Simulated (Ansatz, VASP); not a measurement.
# Al35BN36 (B_Al): VASP beside Ansatz, part 3 of 3

One calculation is typed for both programs; each brings its own data sets. How far apart do they land? Of the first pair: The structure shown is the start of the Ansatz relaxation below; VASP solves that cell, so the two are compared at the walk's first step.

VASP 6.6.1 and Ansatz 0.2.0.

So far. Step 3 (VASP: single point, r2SCAN, start cell, pair 1): The run ends at a pressure of -3.42 GPa, with forces up to 3.4 eV/Å.

### 6. VASP: single point, r2SCAN, relaxed cell, pair 2

Level of this step: r2SCAN, spin-polarised from a ferromagnetic start; plane waves and PAW (Al, N, B) (VASP).

The same cell, functional and mesh now go to VASP, with its own data sets.

Contents of INCAR:

```
SYSTEM = Al35BN36
PREC = Accurate
ENCUT = 580
EDIFF = 1E-06
NELM = 200
ISMEAR = 0
SIGMA = 0.01
LREAL = Auto
ALGO = Normal
METAGGA = R2SCAN
LASPH = .TRUE.
NELECT = 287
NBANDS = 200
ISPIN = 2
MAGMOM = 0 0 0 0 0 0 0 0 0 0 0 0 0 0 0 0 0 0 0 0 0 0 0 0 0 0 0 0 0 0 0 0 0 0 0 0.01 0.02 0.02 0.02 0.04 0.02 0.02 0.02 0.01 0.02 0.02 0.01 0.02 0.02 0.02 0.03 0.04 0.04 0.02 0.03 0.03 0.02 0.02 0.03 0.02 0.02 0.02 0.02 0.02 0.02 0.02 0.02 0.02 0.02 0.02 0.02 -0
LORBIT = 11
LWAVE = .FALSE.
LCHARG = .FALSE.
ISIF = 2
ISYM = 0
NUPDOWN = 1
GGA_COMPAT = .FALSE.
LMIXTAU = .TRUE.
NCORE = 2
```

Contents of POSCAR:

```
Al35BN36
1.0
    9.3195655372      0.0000000854      0.0000000000
   -4.6597828426      8.0709804647      0.0000000000
    0.0000000000      0.0000000000      9.9564777200
Al N B
35 36 1
Direct
    0.2220124792      0.1108899745      0.2496767971
    0.1158209202      0.2246792126      0.4998781427
    0.2219988590      0.1108249877      0.7501811275
    0.1119032182      0.2234843875      0.9995096130
    0.2268941924      0.4465894448      0.2529661630
    0.1159482454      0.5574712079      0.4998641826
    0.2241803448      0.4452836558      0.7435655435
    0.1119806723      0.5547024130      0.9995113634
    0.2221712383      0.7775522435      0.2497287475
    0.1108964261      0.8885889641      0.5001625380
    0.2220277427      0.7776693516      0.7502897446
    0.1110000889      0.8886371380      0.9998505993
    0.5556624161      0.1109226621      0.2498704314
    0.4420708370      0.2244377609      0.4997382928
    0.5554047933      0.1107899454      0.7495685903
    0.4449544051      0.2234008896      0.9994783606
    0.5528432290      0.4464941760      0.2529431416
    0.5544583927      0.4453937265      0.7434281831
    0.4442300383      0.5552081360      0.9976459016
    0.5530851658      0.7726951806      0.2532066567
    0.4422086294      0.8833880615      0.4999108111
    0.5544896468      0.7753754732      0.7433330781
    0.4449318062      0.8876358694      0.9994633856
    0.8887511998      0.1109499802      0.2499600345
    0.7777268756      0.2220326213      0.5005169748
    0.8889208828      0.1108016117      0.7496134244
    0.7778124752      0.2219426340      0.9998093849
    0.8886192989      0.4440310267      0.2500075118
    0.7747448731      0.5574508545      0.5000437619
    0.8888228988      0.4443760121      0.7495925631
    0.7762560422      0.5548813929      0.9994657032
    0.8886627949      0.7776058522      0.2497383295
    0.7745336739      0.8836383599      0.4999905715
    0.8889985868      0.7777598890      0.7503270382
    0.7763133444      0.8878396364      0.9995469625
    0.2216725240      0.1104830136      0.4402056703
    0.1124324312      0.2242018301      0.1921238453
    0.2223576006      0.1115975048      0.9414004203
    0.1115039535      0.2217444990      0.6900874749
    0.2471727883      0.4573252554      0.4478338059
    0.1123582790      0.5541767037      0.1922706014
    0.2238038545      0.4453643726      0.9362983797
    0.1115030611      0.5557848531      0.6902892878
    0.2217471468      0.7781831664      0.4402646618
    0.1112886149      0.8886005873      0.1905563419
    0.2222894020      0.7776516502      0.9415244223
    0.1113464985      0.8887031952      0.6912558010
    0.5547693749      0.1108817013      0.4414588966
    0.4457657389      0.2241336109      0.1923093085
    0.5551073518      0.1110514660      0.9412884886
    0.4443176908      0.2217293838      0.6902282014
    0.5429785580      0.4568500763      0.4480684153
    0.4447363434      0.5554225216      0.1876557033
    0.5546926825      0.4453597691      0.9364111392
    0.4447882616      0.5553004324      0.6700195955
    0.5427920853      0.7532427677      0.4478705243
    0.4458253915      0.8875953337      0.1922014718
    0.5546540118      0.7762667143      0.9363041864
    0.4442265550      0.8886151235      0.6903415612
    0.8890499257      0.1109069975      0.4414428280
    0.7780261283      0.2219912063      0.1909493006
    0.8890340406      0.1110874946      0.9411383839
    0.7780214460      0.2219928539      0.6912930945
    0.8889801157      0.4452268830      0.4414825150
    0.7757128286      0.5541374706      0.1922986719
    0.8890250391      0.4449741712      0.9413065069
    0.7784758931      0.5557939734      0.6904109440
    0.8892268011      0.7781738895      0.4402935479
    0.7757911079      0.8875958725      0.1921268807
    0.8884108995      0.7777274824      0.9414430897
    0.7784037221      0.8885831312      0.6902511241
    0.4437984912      0.5545120743      0.5022008572
```

Contents of KPOINTS:

```
Points of the shifted mesh
1
Reciprocal
 0.2500000000  0.2500000000  0.2500000000 1
```

The projector-augmented-wave data sets are Al, N and B (PBE family, release 64).

Launch:

```
> mpirun -np 8 vasp_std
```

Numbers of over 12 decimals in the logs are rounded to 6 here.

Output:

```text
[banner, memory and clock lines left out]
running    8 mpi-ranks, on    1 nodes
[...]
[... a notice as in an earlier step ...]

 LDA part: xc-table for (None), standard interpolation
 POSCAR, INCAR and KPOINTS ok, starting setup
[...]
entering main loop
       N       E                     dE             d eps       ncg     rms          rms(c)
DAV:   1     0.111820381412E+04    0.11182E+04   -0.14685E+05   800   0.147E+03
DAV:   2    -0.703927798398E+03   -0.18221E+04   -0.17425E+04  1000   0.295E+02
DAV:   3    -0.845476973533E+03   -0.14155E+03   -0.14023E+03   976   0.885E+01
DAV:   4    -0.847693962973E+03   -0.22170E+01   -0.22101E+01   960   0.116E+01
DAV:   5    -0.847736968035E+03   -0.43005E-01   -0.42966E-01   976   0.151E+00BRMIX: very serious problems
 the old and the new charge density differ
 old charge density:   288.00000 new  287.00000
    0.519E+01
DAV:   6    -0.723717416523E+03    0.12402E+03   -0.27252E+02   944   0.317E+01    0.232E+01
DAV:   7    -0.696899927494E+03    0.26817E+02   -0.14438E+01   920   0.102E+01    0.133E+01
DAV:   8    -0.723822880838E+03   -0.26923E+02   -0.89551E+00   840   0.982E+00    0.771E+00
DAV:   9    -0.689786319120E+03    0.34037E+02   -0.85831E+00   832   0.790E+00    0.261E+00
[...]
DAV:  20    -0.696779916548E+03   -0.18612E-04   -0.88455E-06   864   0.998E-03    0.450E-03
DAV:  21    -0.696779913627E+03    0.29214E-05   -0.11496E-06   616   0.350E-03    0.280E-03
DAV:  22    -0.696779913099E+03    0.52797E-06   -0.22425E-07   496   0.141E-03
   1 F= -.69677991E+03 E0= -.69677991E+03  d E =-.397989E-13  mag=     1.0000
```

From OUTCAR (step 6):

```text
  FREE ENERGIE OF THE ION-ELECTRON SYSTEM (eV)
  ---------------------------------------------------
  free  energy   TOTEN  =      -696.7799130988 eV

  energy  without entropy=     -696.7799130988  energy(sigma->0) =     -696.77991310

 magnetization (x)
# of ion       s       p       d       tot
------------------------------------------
    1       -0.000  -0.000   0.000  -0.001
    2       -0.001  -0.000   0.000  -0.001
    3       -0.001  -0.000   0.000  -0.001
    4       -0.001  -0.000   0.000  -0.001
    5       -0.001   0.000   0.000  -0.001
    6       -0.001  -0.000   0.000  -0.001
    7       -0.001   0.000   0.000  -0.001
    8       -0.001  -0.000   0.000  -0.001
    9       -0.000  -0.000   0.000  -0.001
   10       -0.000  -0.000   0.000  -0.001
   11       -0.001  -0.000   0.000  -0.001
   12       -0.000  -0.000   0.000  -0.000
   13       -0.001   0.000   0.000  -0.001
[...]
--------------------------------------------------
tot         -0.000   0.752   0.000   0.752
```

The run ends at a pressure of -5.10 GPa, with forces up to 0.052 eV/Å.

### 7. Side by side

Compared:

```csv
quantity,Ansatz,VASP,difference
"total moment, fixed by the input (μB)",1.00,1.00,0.00
```

At this near-relaxed geometry the largest component of a force difference is 48 meV/Å. The cell carries a charge of +1 e against a uniform background, so its pressure also hangs on how the neutralising background is counted, and in a defect's cell a gap may be the spacing between its levels.

### 8. Outcome

| Property | Result |
| --- | --- |
| r.m.s. force difference (single point, r2SCAN, start cell, pair 1) | 0.73 % of the r.m.s. force |
| difference in total moment, fixed by the input (single point, r2SCAN, relaxed cell, pair 2) | 0 μB |
| r.m.s. force difference (single point, r2SCAN, relaxed cell, pair 2) | 6.8 meV/Å |

What this shows: The r.m.s. force difference is 6.8 meV/Å (single point, r2SCAN, relaxed cell, pair 2), within the 12 meV/Å picked in this series as the mark of a large difference. Such differences can come from data sets, numerical settings and the points named under the comparisons, not from the functional's error against experiment.

[Lines on the potential files, build, host, timing and source positions are cut from VASP's logs without a mark.]

[Logs are printed without paths, hosts, clocks, repeated set-up lines and the standing remarks that a program may print on its own settings, such as how far it seeks lower states.]

[Hosts, paths, dates, database ids (printed as entryN), source tags and the programs' standing remarks are cut or masked in the printed files.]
